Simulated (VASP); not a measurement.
Runs of VASP 6.6.1 on Si. It takes space group Fd-3m (No. 227, cubic). The conventional cell has a = 5.431 Å, b = 5.431 Å, c = 5.431 Å, α = 90.00°, β = 90.00°, γ = 90.00°. Si (site symmetry -43m) is surrounded by 4 Si at 2.35 Å. 

```csv
level,cell,k mesh,P gpa,target pressure,grid for exact exchange (PRECFOCK),screening parameter,gap on the mesh (eV),pressure (GPa)
r2SCAN,relaxed to 12 GPa,11 × 11 × 11,12,12 GPa,-,-,0.61,12.0
HSE06,relaxed to 12 GPa,6 × 6 × 6,12,12 GPa,Fast,0.2 1/A,(a),11.9
r2SCAN,relaxed,11 × 11 × 11,0,-,-,-,0.81,0.0
r2SCAN,relaxed to 9 GPa,11 × 11 × 11,9,9 GPa,-,-,(b),8.8
HSE06,relaxed to 6 GPa,6 × 6 × 6,6,6 GPa,Fast,0.2 1/A,1.20,5.9
```

Alike in all rows: task relaxation of cell and atoms; potentials or basis VASP PAW PBE potentials, release 64 (Si); no spin polarisation; cutoff (eV) 600; smearing fermi-dirac 0.05 eV.

Task: Fill in the values left out.

Result: (a) 1.10; (b) 0.66.

Caveats: the PAW data sets were made with another functional, which shifts forces and pressure a little; the cell is relaxed towards a set pressure, so the enthalpy falls and the energy may rise (some runs); an odd mesh through Γ misses points on the zone boundary, where band edges often lie (some runs).
